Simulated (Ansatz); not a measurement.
# Fitting the PBEsol energy curve of AuZn

```cif
data_structure
_symmetry_space_group_name_H-M 'Pm-3m'
_symmetry_Int_Tables_number 221
_cell_length_a 3.1470
_cell_length_b 3.1470
_cell_length_c 3.1470
_cell_angle_alpha 90.000
_cell_angle_beta 90.000
_cell_angle_gamma 90.000
_cell_volume 31.17
loop_
_atom_site_label
_atom_site_type_symbol
_atom_site_symmetry_multiplicity
_atom_site_Wyckoff_symbol
_atom_site_fract_x
_atom_site_fract_y
_atom_site_fract_z
_atom_site_occupancy
Au1 Au 1 a 0.00000 0.00000 0.00000 1
Zn1 Zn 1 b 0.50000 0.50000 0.50000 1
```

The cell was scaled at fixed shape and fractions and run with Ansatz, Ansatz PAW, cutoff 420 eV; PBEsol, k mesh 8 × 8 × 8 on the cell of 2 atoms, fermi-dirac occupations of 0.05 eV, no spin polarisation, no spin-orbit coupling. The potentials were made for PBE. Energies are those that the program minimises, any entropy of the smearing included. For a metal such a mesh isn't converged to the digits shown.

```tsv
V (Å³/atom)	energy over the lowest row (meV/atom)
14.6483	15.04
14.9600	4.23
15.2717	0.00
15.5833	1.57
15.8950	8.20
16.2067	?
16.5183	34.29
```

Q: Fit the third-order Birch-Murnaghan form, give V0, B0 and B′, and predict the energy left open.

A: With y = (V0/V)^(2/3), E = E0 + (9 V0 B0/16) [(y - 1)³ B′ + (y - 1)² (6 - 4y)]. Least squares through the rows shown give V0 = 15.3377 Å³/atom, E0 = -0.12 meV, B0 = 142.1 GPa (1 eV/Å³ = 160.218 GPa) and B′ = 5.41, with a largest miss of 0.02 meV. At V = 16.2067 the form with these constants gives 19.29 meV; the run gave 19.29 meV an atom. Other set-ups at this level, from all their volumes (Å³/atom, GPa): Ansatz, all-electron LAPW, scalar-relativistic: V0 15.338, B0 141.9.
